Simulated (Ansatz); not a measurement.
## How far is this LiF from the hull?

Theory: Ansatz 0.2.0, DFT PBE, scalar-relativistic, plane waves, PAW. Settings: cutoff 420 eV, Γ-centred meshes spaced at most about 0.3 Å⁻¹ (2π included), Gaussian smearing. No spin polarisation.

Formation energies are uncorrected and refer to the elements' standard structures at the same level (F₂ as a molecule).

All energies are static (0 K, no zero-point motion).

The competitors are the elements and 1 reference phase of this chemical system (from databases or known types: LiF), relaxed at the same level; other known phases may be missing.

The candidate was reached from: 6-connected net, two elements spread over the vertices.

```xyz
4
Lattice="-2.5203 2.5917 1.4615 2.5203 -2.5917 1.4615 2.5203 2.5917 -1.4615" Properties=species:S:1:pos:R:3 pbc="T T T"
Li    1.2602    1.2959   -0.7308
Li    1.2602   -1.2959    0.7308
F     2.5203    0.0000    0.0000
F     0.0000    0.0000    1.4615
```

Question: Where does it stand against these competitors?

Answer: Not the lowest form: another structure of the same formula lies lower. Its formation energy is -2.780 eV/atom. The lowest competing phase at this composition is this:

```tsv
phase	space group	source	share of atoms	ΔE_f (eV/atom)
LiF	P6_3mc (No. 186)	Materials Project	1.0000	-2.953
```

The candidate lies 173 meV/atom above this phase (172 meV/atom from unrounded values). The candidate matches no cell in the subsets of the Crystallography Open Database and the Materials Project at hand. It is metastable at best. Whether it is a true minimum wasn't tested by phonons. The Crystallography Open Database lists this formula in another space group (No. 225).
